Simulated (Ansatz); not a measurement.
## TaN: enthalpy against pressure

TaN, P-6m2, a = 2.936 Å, c = 2.885 Å. This isn't the usual stable structure of the compound. Ansatz: r2SCAN, PAW, 500 eV, Γ-centred 18×18×14 mesh on 2 atoms, Gaussian smearing 0.10 eV; no spin polarisation. Cell and atoms are relaxed at each pressure, and no other structure is tried, so the rows at high pressure may lie past a change of phase. y is the enthalpy over the state at zero pressure; there V0 = 10.768 Å³/atom. The pressures are the targets, met within 0.05 GPa.

```tsv
P (GPa)	y (eV/atom)
-2.0	-0.1348
0.0	0.0000
2.0	0.1340
5.0	?
10.0	0.6631
20.0	1.3099
40.0	2.5615
```

Fit y = c1 P + c2 P² + c3 P³ to the other rows, say what c1 and c2 mean, and predict the missing value.

Least squares on the rows shown. y = 0.067190 P − 9.0751×10⁻⁵ P² + 2.9840×10⁻⁷ P³. Since dH/dP = V, c1 is V0: 0.067190 eV/GPa × 160.2 = 10.764 Å³ against 10.768; c2 = −V0/(2B0) gives B0 = 370 GPa, where a Birch–Murnaghan fit to the volumes of the same runs (not shown) gives 357 GPa. At P = 5.0 the fit asked for gives 0.3337 eV/atom. The run gave 0.3337 eV/atom, the same to the digits shown.

Spin–orbit coupling is left out, which can shift energies with elements as heavy as these.